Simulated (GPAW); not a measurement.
# FeGe2 (I4/mcm) in GPAW: settings compared

The runs below take FeGe2 through band structure, with PBEsol, LDA.

Program: GPAW 26.7.0. These are calculated values, not measurements. Logs are shortened: lines on timing, memory, paths and dates and some standing lists are left out, and cuts for length are marked. The log counts tension as positive stress, the text compression.

## Step 1: The crystal as given

Symmetry: I4/mcm, No. 140, tetragonal system. Conventional cell: a = 5.919 Å, b = 5.919 Å, c = 4.903 Å, α = 90.00°, β = 90.00°, γ = 90.00°. Around Ge (site symmetry m2m) lie 4 Fe at 2.55 Å and 3 Ge at 2.59 to 2.92 Å. Fe (site symmetry 422) has 2 Fe at 2.45 Å and 8 Ge at 2.55 Å as nearest neighbours.

The cell is a database's computed one.

## Step 2: Band structure, PBEsol, collinear spin, ferromagnetic start

run.py reads:

```python
from ase import Atoms
from ase.dft.bandgap import bandgap
from ase.io import write
from ase.units import GPa
from gpaw import GPAW, PW, setup_paths

setup_paths.insert(0, '.')

atoms = Atoms(['Ge', 'Ge', 'Ge', 'Ge', 'Fe', 'Fe'],
              cell=[[-2.9595565636, 2.9595565636, 2.45140301],
                    [2.9595565636, -2.9595565636, 2.45140301],
                    [2.9595565636, 2.9595565636, -2.45140301]],
              scaled_positions=[[0.84510739, 0.34510739, 0.19021478],
                                [0.65489261, 0.84510739, 0.5],
                                [0.34510739, 0.15489261, 0.5],
                                [0.15489261, 0.65489261, 0.80978522],
                                [0.25, 0.25, 0.0],
                                [0.75, 0.75, 0.0]],
              pbc=True)
atoms.set_initial_magnetic_moments([0.0, 0.0, 0.0, 0.0, 3.0, 3.0])

calc = GPAW(mode=PW(600),
            xc='PBEsol',
            kpts={'size': (5, 5, 5), 'gamma': True},
            occupations={'name': 'fermi-dirac', 'width': 0.05},
            nbands=33,
            convergence={'density': 1e-05, 'energy': 1e-05},
            maxiter=150,
            txt='gpaw.txt')
atoms.calc = calc
energy = atoms.get_potential_energy()
forces = atoms.get_forces()
stress = atoms.get_stress()
calc.write('gs.gpw')
write('result.traj', atoms)
print(f'Energy: {energy:.6f} eV')
print('Forces (eV/A):')
print(forces.round(4))
print('Stress (GPa):', (stress / GPa).round(3))
print('Moments:', calc.get_magnetic_moments().round(3))
print('Fermi level:', round(calc.get_fermi_level(), 4), 'eV')
print(f'Gap: {bandgap(calc)[0]:.4f} eV, direct: {bandgap(calc, direct=True)[0]:.4f} eV')

path = atoms.cell.bandpath('GXMGZPNZ1M,XP', npoints=80, eps=1e-4)
bs_calc = calc.fixed_density(kpts=path, symmetry='off', nbands=51,
                             convergence={'bands': 'CBM+6.0', 'eigenstates': 1e-6}, txt='bands.txt')
bs = bs_calc.band_structure()
bs.write('bs.json')
print(f'Gap on the path: {bandgap(bs_calc)[0]:.4f} eV')
```

Potentials or basis: PAW data sets generated in the run's folder for this functional, pw.

On the command line:

```console
gpaw-setup -f PBEsol Fe Ge
OMP_NUM_THREADS=1 python run.py
```

gpaw.txt:

```text
__  _  _
 | _ |_)|_||  |
 |__||  | ||/\| - 26.7.0

Input parameters:
  mode=PW(ecut=600.0),
  convergence={'density': 1e-05, 'energy': 1e-05},
  kpts=MonkhorstPack(size=(5, 5, 5), gamma=True),
  maxiter=150,
  nbands=33,
  occupations=Occupations(name='fermi-dirac', width=0.05),
  xc=XC(name='PBEsol')

Diagonalizing LCAO Hamiltonian
Converting LCAO to pw mode

         GFe
               Ge

          Fe Ge
                    Ge

Atoms  # Å, Bohr magnetons
|   | symbol |         x |        y |        z |    initial magnetic moments |
|---|--------|-----------|----------|----------|-----------------------------|
| 0 |     Ge | -0.916827 | 2.042730 | 2.451403 | ( 0.0000,  0.0000,  0.0000) |
| 1 |     Ge |  2.042730 | 0.916827 | 2.451403 | ( 0.0000,  0.0000,  0.0000) |
| 2 |     Ge |  0.916827 | 2.042730 | 0.000000 | ( 0.0000,  0.0000,  0.0000) |
| 3 |     Ge |  3.876383 | 0.916827 | 0.000000 | ( 0.0000,  0.0000,  0.0000) |
| 4 |     Fe |  0.000000 | 0.000000 | 1.225702 | ( 0.0000,  0.0000,  3.0000) |
| 5 |     Fe | -0.000000 | 0.000000 | 3.677105 | ( 0.0000,  0.0000,  3.0000) |

Unit cell  # Å
| periodic |         x |         y |         z |  lengths |     angles |
|----------|-----------|-----------|-----------|----------|------------|
|      yes | -2.959557 |  2.959557 |  2.451403 | 4.850498 | 104.798541 |
|      yes |  2.959557 | -2.959557 |  2.451403 | 4.850498 | 104.798541 |
|      yes |  2.959557 |  2.959557 | -2.451403 | 4.850498 | 119.285236 |

Number of symmetries: 8
Symmetry operations  # r_c * U_cc + t_c -> r_c
|   | kind |            matrix            |
|---|------|------------------------------|
| 0 |  C4  |  1, 1, 1,  0, 0,-1, -1, 0, 0 |
| 1 |  E   |  1, 0, 0,  0, 1, 0,  0, 0, 1 |
| 2 |  C2  |  0, 1, 0,  1, 0, 0, -1,-1,-1 |
| 3 |  S4  |  0, 0, 1, -1,-1,-1,  0, 1, 0 |
| 4 |  C4  |  0, 0,-1,  1, 1, 1,  0,-1, 0 |
| 5 |  σ   |  0,-1, 0, -1, 0, 0,  1, 1, 1 |
| 6 |  i   | -1, 0, 0,  0,-1, 0,  0, 0,-1 |
| 7 |  S4  | -1,-1,-1,  0, 0, 1,  1, 0, 0 |

BZ-sampling:
  Number of BZ points: 125
  Number of IBZ points: 21

  Monkhorst-Pack size: [5, 5, 5]
  Monkhorst-Pack shift: [0, 0, 0]

K-points  # in reciprocal-cell coordinates
|     |                                coordinates |     weight |
|-----|--------------------------------------------|------------|
|   0 | (  0.00000000,   0.00000000,   0.00000000) | 0.00800000 |
|   1 | (  0.20000000,  -0.20000000,   0.00000000) | 0.03200000 |
|   2 | (  0.20000000,  -0.20000000,   0.20000000) | 0.03200000 |
|   3 | (  0.20000000,   0.00000000,   0.00000000) | 0.06400000 |
|   4 | (  0.20000000,   0.20000000,  -0.20000000) | 0.01600000 |
|   5 | (  0.40000000,  -0.40000000,  -0.20000000) | 0.03200000 |
|   6 | (  0.40000000,  -0.40000000,   0.00000000) | 0.03200000 |
|   7 | (  0.40000000,  -0.40000000,   0.20000000) | 0.03200000 |
|   8 | (  0.40000000,  -0.40000000,   0.40000000) | 0.03200000 |
|   9 | (  0.40000000,  -0.20000000,  -0.20000000) | 0.06400000 |
| ... |                                            |            |
|  20 | (  0.40000000,   0.40000000,   0.40000000) | 0.06400000 |

Plane wave coefficients: 2893
Cutoff: 600.0 eV

Spin-components: 2 (collinear spins)
Bands:           33
Projectors:      32
Spin-degeneracy: 1
Datatype:        complex128

Parallelization:
  kpt:    1
  domain: 1
  band:   1

Density:
  Valence electrons: 32.0
  Components: 2
  Grid points: [28 28 28]
  Charge: 0.0  # |e|

Potential:
  Grid points: [28 28 28]

species:
  Ge:
    name:    Germanium
    Z:       32.0
    valence: 4
    core:    28
    charge:  0.0  # [|e|]
    compensation charges:
      type: gauss
      rc: 0.32  # [Å]
      lmax: 2
    cutoffs:
      filter: 1.77  # [Å]
      core: 3.42  # [Å]
    projectors
    | kind |    occ | energy [eV] | rcut [Å] |
    |------|--------|-------------|----------|
    |   4s |  2.000 |     -11.738 |    1.005 |
    |   4p |  2.000 |      -3.898 |    1.005 |
    |    s |        |      15.473 |    1.005 |
    |    p |        |      23.314 |    1.005 |
    |    d |        |       0.000 |    1.005 |

    Using partial waves for Ge as LCAO basis

  Fe:
    name:    Iron
    Z:       26.0
    valence: 8
    core:    18
    charge:  0.0  # [|e|]
    compensation charges:
      type: gauss
      rc: 0.33  # [Å]
      lmax: 2
    cutoffs:
      filter: 2.06  # [Å]
      core: 2.67  # [Å]
    projectors
    | kind |    occ | energy [eV] | rcut [Å] |
    |------|--------|-------------|----------|
    |   4s |  2.000 |      -5.310 |    1.164 |
    |   4p |  0.000 |      -1.300 |    1.058 |
    |   3d |  6.000 |      -7.529 |    1.058 |
    |    s |        |      21.902 |    1.164 |
    |    p |        |      25.911 |    1.058 |
    |    d |        |      19.682 |    1.058 |

    Using partial waves for Fe as LCAO basis

Reference energy: -297397.338953  # eV

eigensolver:
  PPCG
  Converge bands: occupied
  niter=2

density mixing:
  MSR1-Mixer
  Pratt-step length: 0.05
  Maximum mixing coefficient: 0.75
  Old densities: 10
  SVD Regularization: 0.005
  Good broyden scale: 1.0
  Trust region scale: 1.0
  Backstep threshold: 4.0
  History deletion threshold: 6.0
  Fourier metric: weight=20.0, sigma=0.015

occupation numbers:
  Fermi-Dirac:
    width: 0.0500  # eV

poisson solver:
  ecut: 4800.0  # eV

xc functional:
  name: PBEsol with 2 nearest neighbor stencil

convergence criteria:
- Maximum integral of absolute [dens]ity change: 1e-05 electrons / valence electron
- Maximum [total energy] change in last 3 cyles: 1e-05 eV / valence electron
- Maximum integral of absolute [eigenst]ate change: 4e-08 eV^2 / valence electron
maximum number of iterations: 150

SCF iterations
|iter     | |      energy | eigst |  dens |  magmom |
|---------|-|-------------|-------|-------|---------|
|iter:   1| |  -41.440400 | +0.28 |       |  +6.0116|
|iter:   2| |  -40.257738 | -1.59 | -0.62 |  +5.8569|
|iter:   3| |  -39.783621 | -1.95 | -0.73 |  +5.2748|
|iter:   4| |  -39.870343 | -2.24 | -0.94 |  +4.3107|
|iter:   5| |  -39.987459 | -2.61 | -1.19 |  +3.3998|
|iter:   6| |  -40.041291 | -2.82 | -1.62 |  +2.5902|
|iter:   7| |  -40.053137 | -3.35 | -1.83 |  +2.3843|
|iter:   8| |  -40.057856 | -3.61 | -1.98 |  +2.2656|
|iter:   9| |  -40.058418 | -4.82 | -2.56 |  +2.2830|
|iter:  10| |  -40.058423 | -6.01 | -3.15 |  +2.2931|
|iter:  11| |  -40.058458c| -6.77 | -3.77 |  +2.2878|
|iter:  12| |  -40.058463c| -7.70c| -4.32 |  +2.2869|
|iter:  13| |  -40.058463c| -8.40c| -4.87 |  +2.2867|
|iter:  14| |  -40.058463c| -9.00c| -5.55c|  +2.2867|

Converged in 14 steps
Energy contributions relative to reference atoms: (reference = -297397.338953)

Energy contributions:
  Kinetic:          51.520567
  Coulomb:         -42.273137
  Zero:              0.121012
  External:          0.000000
  Xc:              -49.413900
  Entropy:          -0.026009
  Spinorbit:         0.000000
  ----------------------------
  Free energy:     -40.071468
  Extrapolated:    -40.058463

dipole moment: (-14.433026, -14.433026, 11.955449)  # |e|*Ang

Total magnetic moment: (0.000000, 0.000000, 2.286700)

Local magnetic moments
|        x |        y |         z |
|----------|----------|-----------|
| 0.000000 | 0.000000 | -0.027709 |  # Ge   0
| 0.000000 | 0.000000 | -0.027709 |  # Ge   1
| 0.000000 | 0.000000 | -0.027709 |  # Ge   2
| 0.000000 | 0.000000 | -0.027709 |  # Ge   3
| 0.000000 | 0.000000 |  1.268053 |  # Fe   4
| 0.000000 | 0.000000 |  1.268053 |  # Fe   5

Fermi level: 10.054
Eigenvalues  # (at kpt = [0.000, 0.000, 0.000])
| band index |      eig [eV] | occ [0-1] |      eig [eV] | occ [0-1] |
|------------|---------------|-----------|---------------|-----------|
|          0 |        -3.525 |     1.000 |        -3.563 |     1.000 |
|        ... |               |           |               |           |
|          9 |         7.357 |     1.000 |         7.558 |     1.000 |
|         10 |         7.579 |     1.000 |         7.558 |     1.000 |
|         11 |         7.579 |     1.000 |         8.020 |     1.000 |
|         12 |         7.784 |     1.000 |         8.114 |     1.000 |
|         13 |         8.088 |     1.000 |         8.240 |     1.000 |
|         14 |         8.601 |     1.000 |         9.534 |     1.000 |
[... 8 lines left out ...]
|         23 |        15.314 |     0.000 |        15.331 |     0.000 |
|         24 |        15.314 |     0.000 |        15.331 |     0.000 |
|        ... |               |           |               |           |
|         32 |        25.179 |     0.000 |        25.123 |     0.000 |

No gap
No difference between direct/indirect transitions

Forces  # eV/Ang
|        x |        y |        z |
|----------|----------|----------|
| -0.17369 | -0.17369 |  0.00000 |  # Ge   0
| -0.17369 |  0.17369 | -0.00000 |  # Ge   1
|  0.17369 | -0.17369 | -0.00000 |  # Ge   2
|  0.17369 |  0.17369 |  0.00000 |  # Ge   3
|  0.00000 |  0.00000 | -0.00000 |  # Fe   4
|  0.00000 |  0.00000 |  0.00000 |  # Fe   5

Stress tensor  # eV/Ang^3
|        x |        y |        z |
|----------|----------|----------|
| 0.037623 | 0.000000 | 0.000000 |
| 0.000000 | 0.037623 | 0.000000 |
| 0.000000 | 0.000000 | 0.023085 |

# Writing to gs.gpw (mode='')
```

It took 7.6 min on 1 thread of Arm Neoverse V1, shared host; peak memory 0.74 GiB.

What came out:

```yaml
Free_energy: -40.0715 eV
Pressure: -5.3 GPa
Largest_force: 0.246 eV/Å
Band_gap_along_the_path: none (metal or under the smearing width)
Net_moment: 2.29 μB per cell
Site_moments: Ge -0.03; Fe +1.27 μB
```

Forces on the atoms (eV/Å):
```
Ge  -0.174 -0.174  0.000
Ge  -0.174  0.174  0.000
Ge   0.174 -0.174  0.000
Ge   0.174  0.174  0.000
Fe   0.000  0.000  0.000
Fe   0.000  0.000  0.000
```

Stress tensor (GPa, compression positive):
```
-6.03  0.00  0.00
 0.00 -6.03  0.00
 0.00  0.00 -3.70
```

Levels at the corners of the path, in eV from the Fermi level:
Spin up:
```csv
point,band 14,band 15,band 16,band 17,band 18,band 19,band 20,band 21
Γ,-1.97,-1.45,-1.25,-1.02,-1.02,0.15,0.15,0.39
X,-1.86,-1.42,-1.11,-1.02,0.73,1.24,1.34,2.66
M,-1.10,-1.10,0.01,0.47,1.17,2.63,2.63,3.03
Γ,-1.97,-1.45,-1.25,-1.02,-1.02,0.15,0.15,0.39
Z,-1.19,-1.19,0.19,0.36,0.64,1.25,1.25,3.77
P,-1.91,-1.17,-1.17,0.82,0.82,1.23,1.23,3.00
N,-1.58,-1.15,-1.15,0.19,0.19,1.87,1.87,3.19
Z1,-1.19,-1.19,0.19,0.36,0.64,1.25,1.25,3.77
M,-1.10,-1.10,0.01,0.47,1.17,2.63,2.63,3.03
X,-1.86,-1.42,-1.11,-1.02,0.73,1.24,1.34,2.66
P,-1.91,-1.17,-1.17,0.82,0.82,1.23,1.23,3.00
```
Spin down:
| point | band 11 | band 12 | band 13 | band 14 | band 15 | band 16 | band 17 | band 18 | band 19 | band 20 |
| --- | --- | --- | --- | --- | --- | --- | --- | --- | --- | --- |
| Γ | -2.50 | -2.03 | -1.94 | -1.81 | -0.52 | -0.40 | 0.64 | 0.64 | 1.07 | 1.22 |
| X | -2.18 | -1.86 | -1.18 | -1.07 | -0.45 | 0.52 | 0.65 | 1.41 | 1.78 | 2.11 |
| M | -1.31 | -0.66 | -0.55 | 0.12 | 0.52 | 0.52 | 1.17 | 1.38 | 2.65 | 2.65 |
| Γ | -2.50 | -2.03 | -1.94 | -1.81 | -0.52 | -0.40 | 0.64 | 0.64 | 1.07 | 1.22 |
| Z | -1.28 | -0.62 | -0.49 | 0.39 | 0.39 | 0.53 | 0.62 | 1.27 | 1.63 | 1.63 |
| P | -1.96 | -1.96 | -1.04 | -1.04 | -0.43 | -0.43 | 1.45 | 1.45 | 2.03 | 2.03 |
| N | -1.58 | -1.58 | -0.70 | -0.70 | 0.07 | 0.07 | 0.84 | 0.84 | 2.19 | 2.19 |
| Z1 | -1.28 | -0.62 | -0.49 | 0.39 | 0.39 | 0.53 | 0.62 | 1.27 | 1.63 | 1.63 |
| M | -1.31 | -0.66 | -0.55 | 0.12 | 0.52 | 0.52 | 1.17 | 1.38 | 2.65 | 2.65 |
| X | -2.18 | -1.86 | -1.18 | -1.07 | -0.45 | 0.52 | 0.65 | 1.41 | 1.78 | 2.11 |
| P | -1.96 | -1.96 | -1.04 | -1.04 | -0.43 | -0.43 | 1.45 | 1.45 | 2.03 | 2.03 |

## Step 3: Band structure, LDA, collinear spin, ferromagnetic start

run.py, as its differences from that of step 2:

```diff
@@ -4,5 +4,3 @@
 from ase.units import GPa
-from gpaw import GPAW, PW, setup_paths
-
-setup_paths.insert(0, '.')
+from gpaw import GPAW, PW
 
@@ -22,3 +20,3 @@
 calc = GPAW(mode=PW(600),
-            xc='PBEsol',
+            xc='LDA',
             kpts={'size': (5, 5, 5), 'gamma': True},
```

Potentials or basis: the program's PAW data sets (release 1.2.1) made for this functional, pw.

On the command line:

```console
OMP_NUM_THREADS=1 python run.py
```

It took 7.7 min on 1 thread of Arm Neoverse V1, shared host; peak memory 0.74 GiB.

Results (log left out):

```
Free energy             : -42.0206 eV
Pressure                : -10.0 GPa
Largest force           : 0.330 eV/Å
Band gap along the path : none (metal or under the smearing width)
Net moment              : 2.12 μB per cell
Site moments            : Ge -0.02; Fe +1.16 μB
```

Forces on the atoms (eV/Å):
```
Ge  -0.233 -0.233  0.000
Ge  -0.233  0.233  0.000
Ge   0.233 -0.233  0.000
Ge   0.233  0.233  0.000
Fe   0.000  0.000  0.000
Fe   0.000  0.000  0.000
```

Stress tensor (GPa, compression positive):
```
-10.89   0.00   0.00
  0.00 -10.89   0.00
  0.00   0.00  -8.17
```

Levels at the corners of the path, in eV from the Fermi level:
Spin up:
```
point  band 14  band 15  band 16  band 17  band 18  band 19  band 20  band 21
    Γ    -1.90    -1.35    -1.17    -0.84    -0.84     0.24     0.24     0.48
    X    -1.78    -1.32    -0.93    -0.84     0.79     1.31     1.33     2.66
    M    -0.93    -0.93    -0.01     0.54     1.19     2.70     2.70     3.07
    Γ    -1.90    -1.35    -1.17    -0.84    -0.84     0.24     0.24     0.48
    Z    -1.02    -1.02     0.20     0.42     0.68     1.31     1.31     3.81
    P    -1.82    -1.09    -1.09     0.85     0.85     1.34     1.34     3.03
    N    -1.48    -1.02    -1.02     0.27     0.27     1.87     1.87     3.21
   Z1    -1.02    -1.02     0.20     0.42     0.68     1.31     1.31     3.81
    M    -0.93    -0.93    -0.01     0.54     1.19     2.70     2.70     3.07
    X    -1.78    -1.32    -0.93    -0.84     0.79     1.31     1.33     2.66
    P    -1.82    -1.09    -1.09     0.85     0.85     1.34     1.34     3.03
```
Spin down:
| point | band 12 | band 13 | band 14 | band 15 | band 16 | band 17 | band 18 | band 19 |
| --- | --- | --- | --- | --- | --- | --- | --- | --- |
| Γ | -2.01 | -1.84 | -1.78 | -0.48 | -0.43 | 0.51 | 0.51 | 1.09 |
| X | -1.84 | -1.23 | -1.06 | -0.46 | 0.39 | 0.52 | 1.41 | 1.73 |
| M | -0.65 | -0.55 | 0.12 | 0.39 | 0.39 | 1.21 | 1.41 | 2.73 |
| Γ | -2.01 | -1.84 | -1.78 | -0.48 | -0.43 | 0.51 | 0.51 | 1.09 |
| Z | -0.62 | -0.49 | 0.27 | 0.27 | 0.52 | 0.67 | 1.30 | 1.64 |
| P | -1.92 | -1.02 | -1.02 | -0.47 | -0.47 | 1.42 | 1.42 | 2.00 |
| N | -1.56 | -0.70 | -0.70 | 0.00 | 0.00 | 0.84 | 0.84 | 2.15 |
| Z1 | -0.62 | -0.49 | 0.27 | 0.27 | 0.52 | 0.67 | 1.30 | 1.64 |
| M | -0.65 | -0.55 | 0.12 | 0.39 | 0.39 | 1.21 | 1.41 | 2.73 |
| X | -1.84 | -1.23 | -1.06 | -0.46 | 0.39 | 0.52 | 1.41 | 1.73 |
| P | -1.92 | -1.02 | -1.02 | -0.47 | -0.47 | 1.42 | 1.42 | 2.00 |

## Step 4: For comparison

An earlier run on the cell as given: functional PBEsol; potentials or basis PAW data sets generated in the run's folder for this functional; cutoff 600 eV; basis pw; k mesh 7 × 7 × 7; occupations fermi-dirac, width 0.05 eV; collinear spin, ferromagnetic start; starting moments [0.0, 0.0, 0.0, 0.0, 3.0, 3.0] μB.

- Pressure: -4.9 GPa
- Largest force: 0.126 eV/Å
- Band gap on the k mesh: none (metal or under the smearing width)
- Net moment: 2.39 μB per cell
- Site moments: Ge -0.03; Fe +1.30 μB

## Step 5: The runs side by side

```tsv
task	level	potentials or basis	k mesh	band path	band points	pressure (GPa)	moment (μB)	largest force (eV/Å)
band structure	PBEsol	PAW data sets generated in the run's folder for this functional, pw	5 × 5 × 5	GXMGZPNZ1M,XP	80	-5.3	2.29	0.25
band structure	LDA	the program's PAW data sets (release 1.2.1) made for this functional, pw	5 × 5 × 5	GXMGZPNZ1M,XP	80	-10.0	2.12	0.33
single point	PBEsol	PAW data sets generated in the run's folder for this functional, pw	7 × 7 × 7	-	-	-4.9	2.39	0.13
```

Alike in all rows: spin collinear, ferromagnetic start; cell as given; cutoff (eV) 600; smearing fermi-dirac 0.05 eV.

Total energies depend on the potentials used, so only differences within one code and one set of settings carry meaning.
